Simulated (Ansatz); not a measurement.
# RbBr: the cost of one run

Program: Ansatz 0.2.0. Level of theory: DFT r²SCAN, frozen-core PAW, scalar-relativistic unless said. These are calculated values, not measurements.

### Step 1. Starting point

The structure is cubic, space group Pm-3m (No. 221). The conventional cell has a = 4.126 Å, b = 4.126 Å, c = 4.126 Å, α = 90.00°, β = 90.00°, γ = 90.00°. Rb (site symmetry m-3m) has 8 Br at 3.57 Å as nearest neighbours. Br (site symmetry m-3m) has 8 Rb at 3.57 Å as nearest neighbours.

As a file:

```
Rb Br
1.0
     4.12608    0.00000    0.00000
     0.00000    4.12608    0.00000
     0.00000    0.00000    4.12608
Rb Br
1 1
Direct
  0.00000 0.00000 0.00000
  0.50000 0.50000 0.50000
```

Cartesian axes are those of the input's lattice vectors. The structure goes back to a database entry.

### Step 2. Cell and atoms relaxed, PAW

input.yaml reads:

```yaml
crystal:
  lattice:
    - [4.1260773, 0.0, 0.0]
    - [0.0, 4.1260773, 0.0]
    - [0.0, 0.0, 4.1260773]
  atoms:
    - { symbol: Rb, position: [0.0, 0.0, 0.0] }
    - { symbol: Br, position: [0.5, 0.5, 0.5] }
kpoints:
  mp_grid: { grid: [10, 10, 10] }
scf:
  occupations: { method: fermi_dirac, width: 0.05 }
hamiltonian:
  xc: r2scan
  pseudopotentials: { kind: paw }
relax:
  f_tol: 0.002
  max_steps: 80
  cell: {}
output:
  forces: true
  stress: true
  write_density: true
  write_potential: true
  elf: true
  volumetric_format: npy
```

The run is started by

```sh
$ ansatz run input.yaml --threads 1 --pin off --max-ram 3072MiB --backend cpu --events-out ev --progress --plain --runs-dir out
```

What time and memory should one allow on 1 thread of Intel Xeon Platinum 8488C (Sapphire Rapids), shared host?

About 9.4 s, with a peak of 0.56 GiB.
